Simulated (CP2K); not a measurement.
The system is InP.

```
In P
1.0
     4.14435    0.00000    0.00000
     2.07218    3.58911    0.00000
     2.07218    1.19637    3.38385
In P
1 1
Direct
  0.00000 0.00000 0.00000
  0.75000 0.75000 0.75000
```

Base run:

```yaml
Program: CP2K 2026.2
Functional: PBE
Potentials_or_basis: GTH_POTENTIALS In GTH-PADE-q13, P GTH-PADE-q5; DZVP-MOLOPT-SR-GTH basis
Density_cutoff: 6123 eV
k_mesh: 8 × 8 × 8
Occupations: fermi-dirac, width 0.05 eV
Spin: no spin polarisation
```

Its results: band gap on the k mesh 0.64 eV, direct; pressure 2.5 GPa.

**Question.** The run is repeated on the same cell with these changes: potentials or basis from GTH_POTENTIALS In GTH-PADE-q13, P GTH-PADE-q5; DZVP-MOLOPT-SR-GTH basis to POTENTIAL_UZH In GTH-PBE0-q13, P GTH-PBE0-q5; DZVP-MOLOPT-SR-GTH basis; potentials from In GTH-PADE-q13 of GTH_POTENTIALS, P GTH-PADE-q5 of GTH_POTENTIALS to In GTH-PBE0-q13 of POTENTIAL_UZH, P GTH-PBE0-q5 of POTENTIAL_UZH. What comes out?

**Answer.** Band gap on the k mesh 0.76 eV, direct; pressure 5.1 GPa.

Caveats: spin-orbit coupling is left out, which moves the levels of the heavy elements; the basis of atomic orbitals isn't converged, which shifts pressures, moduli and gaps; the potentials were made for another functional, which shifts forces and pressure (some runs).
